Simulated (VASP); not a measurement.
A run of VASP 6.6.1 is set up as follows.

The input INCAR:

```
ALGO = Fast
EDIFF = 1E-7
ENCUT = 520
GGA = PS
ISIF = 2
ISMEAR = 0
LASPH = T
LCHARG = F
LREAL = F
LWAVE = F
NBANDS = 11
NELM = 100
PREC = Accurate
SIGMA = 0.02
```

File KPOINTS:

```
k-points
0
Gamma
  12 12 12
```

File POSCAR:

```
BN
1.0
    1.2952650779      0.7405704406      3.4864944085
   -1.3029645517      0.7418716073      3.4890717194
   -0.0027228935     -1.4881085778      3.4889965876
B N
1 1
Direct
    1.0198747379      1.0034814496      0.9893754379
    0.3125582621      0.3289515504      0.3430575621
```

Potentials or basis: VASP PAW PBE potentials, release 64 (B, N).

Command:

```bash
$ cat potpaw_PBE.64/B/POTCAR potpaw_PBE.64/N/POTCAR > POTCAR
$ mpirun -np 1 vasp_std > vasp.out
```

Question: Estimate the largest force.

Answer: 2.798 eV/Å.

Question: What does it give for the band gap on the k mesh?

Answer: 3.68 eV, indirect (least direct gap 4.31 eV).

Question: Predict the pressure.

Answer: -17.4 GPa.

Stress tensor (GPa, compression positive):
```
-31.88  -1.00  -0.74
 -1.00 -18.93  -1.74
 -0.74  -1.74  -1.52
```

Caveat: so large a pressure means that the cell lies far from this level's equilibrium, or that cutoff or potentials fall short; the potentials were made for another functional, which shifts forces and pressure. A k mesh can miss the band edges.
